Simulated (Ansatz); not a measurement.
## Ca₁₅F₃₂: course of a relaxation

All numbers below come from DFT PBE, scalar-relativistic, plane waves, PAW in Ansatz. Run with 420 eV cutoff, 2×2×2 k-mesh, shifted by half a step, Gaussian smearing of 0.01 eV, collinear spin.

What was changed: Ca vacancy (site a), charge +0, atoms relaxed at the host's cell.

In a supercell of 47 atoms the defect feels its periodic images, and the cell reads as a metal on the mesh, so a level in the gap can't be told from a carrier in the bands.

Command:

```bash
ansatz run input.yaml --threads 4 --pin off --max-ram 6144MiB --backend cpu --events-out ev --progress --plain --runs-dir out
```

Input:

```yaml
crystal:
  lattice:
    - [5.5117620964, -5.5117620964, -5.5117620964]
    - [-5.5117620964, -5.5117620964, 5.5117620964]
    - [-5.5117620964, 5.5117620964, -5.5117620964]
  atoms:
    - { symbol: Ca, position: [0.25, 1.0, 0.75] }
    - { symbol: Ca, position: [0.25, 0.25, 0.5] }
    - { symbol: Ca, position: [0.0, 0.75, 0.25] }
    - { symbol: Ca, position: [0.25, 0.5, 0.25] }
    - { symbol: Ca, position: [1.0, 1.0, 1.0] }
    - { symbol: Ca, position: [0.0, 0.25, 0.75] }
    - { symbol: Ca, position: [0.75, 0.75, 0.5] }
    - { symbol: Ca, position: [0.0, 0.5, 0.5] }
    - { symbol: Ca, position: [0.75, 1.0, 0.25] }
    - { symbol: Ca, position: [0.75, 0.25, 0.0] }
    - { symbol: Ca, position: [0.5, 0.75, 0.75] }
    - { symbol: Ca, position: [0.75, 0.5, 0.75] }
    - { symbol: Ca, position: [0.5, 1.0, 0.5] }
    - { symbol: Ca, position: [0.5, 0.25, 0.25] }
    - { symbol: Ca, position: [0.5, 0.5, 0.0] }
    - { symbol: F, position: [0.0, 0.25, 0.5] }
    - { symbol: F, position: [0.0, 0.5, 0.25] }
    - { symbol: F, position: [0.0, 0.75, 0.0], spin: 0.25 }
    - { symbol: F, position: [0.75, 0.25, 0.75] }
    - { symbol: F, position: [0.0, 0.0, 0.75] }
    - { symbol: F, position: [0.75, 0.5, 0.5] }
    - { symbol: F, position: [0.75, 0.75, 0.25] }
    - { symbol: F, position: [0.5, 0.25, 0.0] }
    - { symbol: F, position: [0.75, 0.0, 0.0] }
    - { symbol: F, position: [0.5, 0.5, 0.75] }
    - { symbol: F, position: [0.5, 0.75, 0.5] }
    - { symbol: F, position: [0.25, 0.25, 0.25] }
    - { symbol: F, position: [0.5, 0.0, 0.25], spin: 0.25 }
    - { symbol: F, position: [0.25, 0.5, 0.0], spin: 0.25 }
    - { symbol: F, position: [0.25, 0.75, 0.75], spin: 0.25 }
    - { symbol: F, position: [0.25, 0.0, 0.5] }
    - { symbol: F, position: [0.5, 0.75, 0.0], spin: 0.25 }
    - { symbol: F, position: [0.5, 0.0, 0.75] }
    - { symbol: F, position: [0.5, 0.25, 0.5] }
    - { symbol: F, position: [0.25, 0.75, 0.25], spin: 0.25 }
    - { symbol: F, position: [0.5, 0.5, 0.25] }
    - { symbol: F, position: [0.25, 0.0, 0.0], spin: 0.25 }
    - { symbol: F, position: [0.25, 0.25, 0.75] }
    - { symbol: F, position: [0.0, 0.75, 0.5] }
    - { symbol: F, position: [0.25, 0.5, 0.5] }
    - { symbol: F, position: [0.0, 0.0, 0.25] }
    - { symbol: F, position: [0.0, 0.25, 0.0] }
    - { symbol: F, position: [0.75, 0.75, 0.75] }
    - { symbol: F, position: [0.0, 0.5, 0.75], spin: 0.25 }
    - { symbol: F, position: [0.75, 0.0, 0.5] }
    - { symbol: F, position: [0.75, 0.25, 0.25] }
    - { symbol: F, position: [0.75, 0.5, 0.0] }
  host:
    lattice:
      - [0.0, 2.7558810482, 2.7558810482]
      - [2.7558810482, 0.0, 2.7558810482]
      - [2.7558810482, 2.7558810482, 0.0]
    atoms:
      - { symbol: Ca, position: [0.0, 0.0, 0.0] }
      - { symbol: F, position: [0.75, 0.75, 0.75] }
      - { symbol: F, position: [0.25, 0.25, 0.25] }
basis:
  ecutwfc: 420
  xc_grid: 2
kpoints:
  mp_grid: { grid: [2, 2, 2], shift: [0.5, 0.5, 0.5] }
hamiltonian:
  xc: pbe
scf:
  occupations: { method: gaussian, width: 0.01 }
output:
  forces: true
  stress: false
  eigenvalues: true
  populations: true
  charged_corrections:
    defect_position: [0.25, 0.75, 0.0]
    epsilon: [[8.7475, 0.0, 0.0], [0.0, 8.7475, 0.0], [0.0, 0.0, 8.7475]]
magnetization:
  spin_polarized: true
relax:
  adjacent_minimum: "off"
  f_tol: 0.025
  max_steps: 45
```

F is the free energy.

Steps:

```tsv
step	F − F(1) (eV)	largest force component (eV/Å)
1	0.0000	0.320
2	-0.3456	0.128
3	-0.3927	0.031
4	-0.3944	0.005
```

Relaxed structure:

```yaml
crystal:
  lattice:
    - [5.51176, -5.51176, -5.51176]
    - [-5.51176, -5.51176, 5.51176]
    - [-5.51176, 5.51176, -5.51176]
  atoms:
    - { symbol: Ca, position: [0.25000, 0.99899, 0.75101] }
    - { symbol: Ca, position: [0.25000, 0.25000, 0.50000] }
    - { symbol: Ca, position: [0.00101, 0.75000, 0.24899] }
    - { symbol: Ca, position: [0.25000, 0.50101, 0.24899] }
    - { symbol: Ca, position: [0.00101, 0.99899, 0.00000] }
    - { symbol: Ca, position: [0.00101, 0.25201, 0.75101] }
    - { symbol: Ca, position: [0.75000, 0.75000, 0.50000] }
    - { symbol: Ca, position: [0.00101, 0.50101, 0.50201] }
    - { symbol: Ca, position: [0.74799, 0.99899, 0.24899] }
    - { symbol: Ca, position: [0.75000, 0.25000, 0.00000] }
    - { symbol: Ca, position: [0.49899, 0.75000, 0.75101] }
    - { symbol: Ca, position: [0.75201, 0.50101, 0.75101] }
    - { symbol: Ca, position: [0.49899, 0.99899, 0.49799] }
    - { symbol: Ca, position: [0.49899, 0.24799, 0.24899] }
    - { symbol: Ca, position: [0.49899, 0.50101, 0.00000] }
    - { symbol: F, position: [0.00003, 0.24814, 0.49814] }
    - { symbol: F, position: [0.99811, 0.49811, 0.24997] }
    - { symbol: F, position: [0.98222, 0.75000, 0.00000] }
    - { symbol: F, position: [0.74814, 0.24814, 0.75003] }
    - { symbol: F, position: [0.99811, 0.99997, 0.74811] }
    - { symbol: F, position: [0.74814, 0.50003, 0.49814] }
    - { symbol: F, position: [0.75186, 0.75000, 0.25189] }
    - { symbol: F, position: [0.50189, 0.25186, 0.00000] }
    - { symbol: F, position: [0.75186, 0.00189, 0.00000] }
    - { symbol: F, position: [0.49997, 0.49811, 0.74811] }
    - { symbol: F, position: [0.50189, 0.75000, 0.50186] }
    - { symbol: F, position: [0.25000, 0.25186, 0.25189] }
    - { symbol: F, position: [0.51778, 0.01778, 0.26778] }
    - { symbol: F, position: [0.25000, 0.48222, 0.00000] }
    - { symbol: F, position: [0.25000, 0.75000, 0.73222] }
    - { symbol: F, position: [0.25000, 0.00189, 0.50186] }
    - { symbol: F, position: [0.51778, 0.75000, 0.00000] }
    - { symbol: F, position: [0.50189, 0.00189, 0.75003] }
    - { symbol: F, position: [0.49997, 0.25186, 0.50186] }
    - { symbol: F, position: [0.25000, 0.75000, 0.26778] }
    - { symbol: F, position: [0.50189, 0.50003, 0.25189] }
    - { symbol: F, position: [0.25000, 0.01778, 0.00000] }
    - { symbol: F, position: [0.25000, 0.24814, 0.74811] }
    - { symbol: F, position: [0.99811, 0.75000, 0.49814] }
    - { symbol: F, position: [0.25000, 0.49811, 0.49814] }
    - { symbol: F, position: [0.00003, 0.00189, 0.25189] }
    - { symbol: F, position: [0.99811, 0.24814, 0.00000] }
    - { symbol: F, position: [0.74814, 0.75000, 0.74811] }
    - { symbol: F, position: [0.98222, 0.48222, 0.73222] }
    - { symbol: F, position: [0.75186, 0.99997, 0.50186] }
    - { symbol: F, position: [0.75186, 0.25186, 0.24997] }
    - { symbol: F, position: [0.74814, 0.49811, 0.00000] }
```

The run converged. Time: 42 s on 4 threads of Intel(R) Xeon(R) Platinum 8375C CPU @ 2.90GHz (Ice Lake), with other jobs on the host, peak memory 2.5 GiB.